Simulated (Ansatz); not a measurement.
A run of Ansatz 0.2.0:

The input input.yaml:

```yaml
crystal:
  lattice:
    - [3.9998, 0.0, 0.0]
    - [0.0, 3.9998, 0.0]
    - [0.0, 0.0, 4.018]
  atoms:
    - { symbol: Ba, position: [0.0, 0.0, 0.0] }
    - { symbol: Ti, position: [0.5, 0.5, 0.49] }
    - { symbol: O, position: [0.0, 0.5, 0.517] }
    - { symbol: O, position: [0.5, 0.0, 0.517] }
    - { symbol: O, position: [0.5, 0.5, 0.019] }
hamiltonian:
  xc: revpbe
  pseudopotentials: { kind: paw }
  dispersion: d3bj
kpoints:
  mp_grid: { grid: [7, 7, 7] }
scf:
  occupations: { method: fermi_dirac, width: 0.05 }
output:
  forces: true
  stress: true
relax:
  f_tol: 0.01
  max_steps: 40
  cell: { stress_tol: 0.05 }
```

Potentials or basis: Ansatz PAW.

The run is started by

```sh
$ ansatz run input.yaml --threads 2 --pin off --max-ram 5120MiB --backend cpu --events-out ev --progress --plain --runs-dir out
```

Hardware: 2 threads of Intel(R) Xeon(R) CPU @ 2.60GHz (Ice Lake), on a shared host.

Q: Estimate the wall time of this run.

A: It took 26 s on 2 threads of Intel(R) Xeon(R) CPU @ 2.60GHz (Ice Lake) (shared host), peak memory 0.49 GiB. Counts: scf iterations 60, plane waves 1293, k points 40, bands 25, ion steps 10.
